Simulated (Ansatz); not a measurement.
# Te2Mo: the cost of one run

Method: DFT PBE+D3(BJ), scalar-relativistic, plane waves, PAW, in Ansatz 0.2.0.

3 further runs of the same task are left out: 3 set aside as unsound or not needed.

## Step 1: Starting point

It takes space group P6_3/mmc (No. 194, hexagonal). Conventional cell: a = 3.496 Å, b = 3.496 Å, c = 13.703 Å, α = 90.00°, β = 90.00°, γ = 120.00°. Te (site symmetry 3m) has 3 Mo at 2.72 Å as nearest neighbours. Mo (site symmetry -6m2) has 6 Te at 2.72 Å as nearest neighbours.

Structure file:

```
Te Mo
1.0
     3.49649    0.00000    0.00000
    -1.74824    3.02805    0.00000
     0.00000    0.00000   13.70321
Te Mo
4 2
Direct
  0.33333 0.66667 0.61737
  0.66667 0.33333 0.11737
  0.33333 0.66667 0.88263
  0.66667 0.33333 0.38263
  0.33333 0.66667 0.25000
  0.66667 0.33333 0.75000
```

This cell was relaxed beforehand with the same method: volume 24.18 Å³/atom, gap on the mesh 0.68 eV.

## Step 4: Plan of the scan

Atoms count from 1 in the order of the input.

The upper layer of a bilayer is slid over the lower one; relaxed at each slide: nothing; the origin of the map has Te4 above Te3; the distance between the facing planes is held at 3.63 Å.

The axes are (1) slide of the upper layer along the first cell vector, from Te4 above Te3: 6 values from 0.000 to 0.833, periodic; (2) slide of the upper layer along the second cell vector, from Te4 above Te3: 6 values from 0.000 to 0.833, periodic.

Nothing else is relaxed. Points are written as (first, second).

The two vectors of the plane (Å): (3.504, 0.000, 0.000); (-1.752, 3.034, 0.000).

(The set-up runs are not shown.)

## Step 5: The run at (0/6, 0/6) of the map's two axes

Contents of input.yaml:

```yaml
crystal:
  lattice:
    - [3.5038816881, 0.0, 0.0]
    - [-1.751940844, 3.0344505538, 0.0]
    - [0.0, 0.0, 24.7677198395]
  atoms:
    - { symbol: Te, position: [0.3333333333, 0.6666666667, 0.1816881017] }
    - { symbol: Mo, position: [0.6666666667, 0.3333333333, 0.2550468917] }
    - { symbol: Te, position: [0.3333333333, 0.6666666667, 0.3284056818] }
    - { symbol: Te, position: [0.3333333333, 0.6666666667, 0.4749674171] }
    - { symbol: Mo, position: [0.6666666667, 0.3333333333, 0.5483262072] }
    - { symbol: Te, position: [0.3333333333, 0.6666666667, 0.6216849972] }
basis:
  ecutwfc: 420
kpoints:
  mp_grid: { grid: [9, 9, 1] }
hamiltonian:
  xc: pbe
  pseudopotentials: { kind: paw, azcp: { folder: soft_1 } }
  dispersion: d3bj
scf:
  occupations: { method: gaussian, width: 0.05 }
output:
  forces: true
  eigenvalues: true
efield:
  axis: 3
  dipole_correction: true
  ramp_width: 0.04
```

Command:

```console
$ ansatz run input.yaml --threads 2 --pin off --max-ram 6144MiB --backend cpu --events-out ev --progress --plain --runs-dir out
```

What time and memory should one allow on 2 threads of Arm Neoverse V2, shared host?

About 13 s, with a peak of 0.53 GiB.
